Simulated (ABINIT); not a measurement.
The system is CdS (Hawleyite).

```
Cd S
1.0
     0.00000    2.91650    2.91650
     2.91650    0.00000    2.91650
     2.91650    2.91650    0.00000
Cd S
1 1
Direct
  0.00000 0.00000 0.00000
  0.75000 0.75000 0.75000
```

Base run:

```yaml
Program: ABINIT 10.8.3 (patched build)
Functional: HSE06
Potentials_or_basis: SG15 NC PBE v1.2
Cutoff: 599 eV
k_mesh: 6 × 6 × 6
Occupations: fixed
Spin: no spin polarisation
```

Its results: band gap on the k mesh 1.96 eV, direct; pressure 1.1 GPa.

Problem. The run is repeated on the same cell with these changes: functional from HSE06 to PBE. What comes out?

Solution. Band gap on the k mesh 1.15 eV, direct; pressure 3.1 GPa.

HSE06 gives the wider gap, since exact exchange removes part of the self-interaction.

Caveats: Libxc's HSE differs a little from that of other programs (some runs); the potentials were made for another functional, which shifts forces and pressure (some runs).

A k mesh can miss the band edges.

Not every run made on this cell is shown here.
